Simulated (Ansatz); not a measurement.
The system is Bi2Te2Se.

```
Bi Te Se
1.0
     2.16097    1.24764   10.58557
    -2.16097    1.24764   10.58557
     0.00000   -2.49527   10.58557
Bi Te Se
2 2 1
Cartesian
  0.0000 0.0000 12.4398
  0.0000 0.0000 19.3169
  0.0000 0.0000 24.7831
  0.0000 0.0000 6.9736
  0.0000 0.0000 0.0000
```

The cell is a database's computed one.

```yaml
Program: Ansatz 0.2.0
Task: relaxation of cell and atoms
Functional: r2SCAN
Dispersion: D3(BJ)
Potentials_or_basis: Ansatz PAW
Cutoff: "500 eV (not typed: the program's choice for these potentials)"
k_mesh: 7 × 7 × 7
Occupations: fermi-dirac, width 0.05 eV
Spin: no spin polarisation
```

At the start: volume 34.25 Å³/atom.

Task: Where does the relaxation end?

Result: It ends after 7 steps and the volume is 32.96 Å³/atom (-3.8 %); space group R-3m (No. 166, to 0.05 Å).

The path:
```
step  energy change (eV)  largest force (eV/Å)  volume (Å³)
   1              0.0000                0.0521       171.24
   2             -0.0052                0.0806       161.92
   3             -0.0178                0.0345       165.39
   4             -0.0190                0.0129       165.14
   5             -0.0193                0.0247       164.88
   6             -0.0194                0.0001       164.79
   7             -0.0188                0.0001       164.79
```

Final structure:
```
Bi Te Se
1.0
     2.15101    1.24189   10.28116
    -2.15101    1.24189   10.28116
     0.00000   -2.48378   10.28116
Bi Te Se
2 2 1
Direct
  0.39323 0.39323 0.39323
  0.60677 0.60677 0.60677
  0.78341 0.78341 0.78341
  0.21659 0.21659 0.21659
  0.00000 0.00000 0.00000
```

Caveat: the plane-wave basis is chosen anew once the cell has moved, so the energies of steps on either side of that aren't comparable; the PAW data sets come from PBE, with cores solved anew for the run's functional, which leaves a small shift of forces and pressure; the dispersion damping was fitted for another functional or another form of the correction.
